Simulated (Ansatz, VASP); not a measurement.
# InGa2P3 in VASP and in Ansatz

```
CELL_PARAMETERS angstrom
-1.93370 1.93370 8.20401
1.93370 -1.93370 8.20401
1.93370 1.93370 -8.20401
ATOMIC_POSITIONS crystal
In 0.50000 0.50000 0.00000
Ga 0.83333 0.83333 0.00000
Ga 0.16667 0.16667 0.00000
P 0.00000 0.00000 0.00000
P 0.66667 0.66667 0.00000
P 0.33333 0.33333 0.00000
```

Alike in both runs: task single point; functional PBE; k mesh 6 × 6 × 6; occupations gaussian, width 0.1 eV; no spin polarisation.

```csv
,VASP,Ansatz
version,VASP 6.6.1,Ansatz 0.2.0
potentials or method,"VASP PAW PBE potentials, release 64 (In_d, Ga_d, P)","scalar-relativistic, plane waves, PAW"
plane-wave cutoff (eV),520,420
valence electrons in the cell,54,54
```

VASP gave:

* gap on the k mesh at the Fermi level (eV): none
* pressure (GPa): -5.8
* largest component of the traceless stress (GPa): 0.12
* rms of the force components (eV/Å): 0.147

Question: Estimate Ansatz's values.

Answer: gap on the k mesh at the Fermi level (eV): none; pressure (GPa): -5.9; largest component of the traceless stress (GPa): 0.12; rms of the force components (eV/Å): 0.148.

Atom by atom the forces differ by 0.001 eV/Å (rms over components). A gap of «none» marks a metal or a gap that the smearing closes.

Caveats: the k mesh is coarse (spacing up to 0.38 Å⁻¹), so the values aren't converged.
